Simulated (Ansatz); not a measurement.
# Bi$_{2}$Se$_{3}$: frozen-core PAW against all-electron methods

```
Bi Se
1.0
     2.13364    1.23186    9.54533
    -2.13364    1.23186    9.54533
     0.00000   -2.46372    9.54533
Bi Se
2 3
Cartesian
  0.0000 0.0000 11.4773
  0.0000 0.0000 17.1587
  0.0000 0.0000 0.0000
  0.0000 0.0000 6.0622
  0.0000 0.0000 22.5738
```

Atom numbers follow the list: Bi1, Bi2, Se3, Se4, Se5.

The cell is COD entry 9011965, as deposited and not checked against the literature; nothing was relaxed. The listed cell was then made from it by scaling, straining or moving an atom.

No spin–orbit coupling, which matters for the heavy atoms here.

Methods: DFT, PBE, PAW with Ansatz's default frozen-core files, scalar-relativistic (Ansatz 0.2.0); DFT, PBE, all-electron PAW with datasets made for the crystal, scalar-relativistic (Ansatz 0.2.0); DFT, PBE, all-electron LAPW, scalar-relativistic (Ansatz 0.2.0).

For PAW: a Γ-centred 6×6×6 k mesh, Fermi–Dirac smearing of 0.03 eV, cutoff 420 eV, no spin polarisation. The crystal-made all-electron datasets (AE datasets) take a cutoff of 240 eV at this cell. LAPW targets a basis error of 0.5 meV/atom. The Ansatz runs share mesh, smearing and spin set-up. Plane-wave (PAW) pressures include the program's estimate of the Pulay term.

Stress and pressure are positive in compression.

The change that made this cell: equal xx and yy strain of +3 %.

```
              quantity    PAW  AE datasets   LAPW
        pressure (GPa)  -1.03        -1.03  -1.03
       stress xx (GPa)  -1.44        -1.43  -1.43
       stress zz (GPa)  -0.22        -0.21  -0.21
force on Se4, z (eV/Å)  0.185        0.184  0.184
         band gap (eV)  0.172        0.173  0.173
```
